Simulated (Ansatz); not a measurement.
**What a trial cell of Cu relaxes into**

These are results of DFT PBE, scalar-relativistic, plane waves, PAW (Ansatz), not measurements. Cutoff 420 eV, Γ-centred k mesh, Gaussian smearing, no spin polarisation in the final step.

The start puts Cu on the sites of a reported Si cell (Ia-3, No. 206), at a guessed volume.

```
CELL_PARAMETERS angstrom
-2.93556 2.93556 2.93556
2.93556 -2.93556 2.93556
2.93556 2.93556 -2.93556
ATOMIC_POSITIONS crystal
Cu 0.20600 0.20600 0.20600
Cu 0.50000 0.00000 0.29400
Cu 0.29400 0.50000 0.00000
Cu 0.00000 0.29400 0.50000
Cu 0.79400 0.79400 0.79400
Cu 0.50000 0.00000 0.70600
Cu 0.70600 0.50000 0.00000
Cu 0.00000 0.70600 0.50000
```

Cell and atoms relax at zero pressure; the relaxation can't lower the symmetry of the start. After a coarse first stage the cell is made exact in the group found at 0.06 Å.

Energies count from the standard state of Cu at the same level.

(1) What does it relax into?

(2) What are its volume, energy, density and gap?

Answers

(1) It keeps Ia-3 (No. 206). Conventional cell: a = 6.354 Å. Cu has 3 Cu at 2.26 Å and 1 Cu at 2.45 Å.

```xyz
8
Lattice="-3.1771 3.1771 3.1771 3.1771 -3.1771 3.1771 3.1771 3.1771 -3.1771" Properties=species:S:1:pos:R:3 pbc="T T T"
Cu    0.7081    0.7081    0.7081
Cu   -0.7081    2.4690    0.7081
Cu    0.7081   -0.7081    2.4690
Cu    2.4690    0.7081   -0.7081
Cu    2.4690    2.4690    2.4690
Cu    0.7081    3.8852   -0.7081
Cu   -0.7081    0.7081    3.8852
Cu    3.8852   -0.7081    0.7081
```

(2) The volume per atom is 16.04 Å³ and the density is 6.58 g/cm³. The energy over the standard structure is 0.83 eV/atom and the gap on the 8×8×8 mesh is 0 eV (a metal).

The final run used a 8×8×8 mesh on its 8-atom cell and 0.10 eV smearing. The k mesh leaves about 4 meV/atom of noise in metals. Symmetry constrained the relaxation, so the result can be a saddle point. The steps took roughly 2.7 core-minutes in all.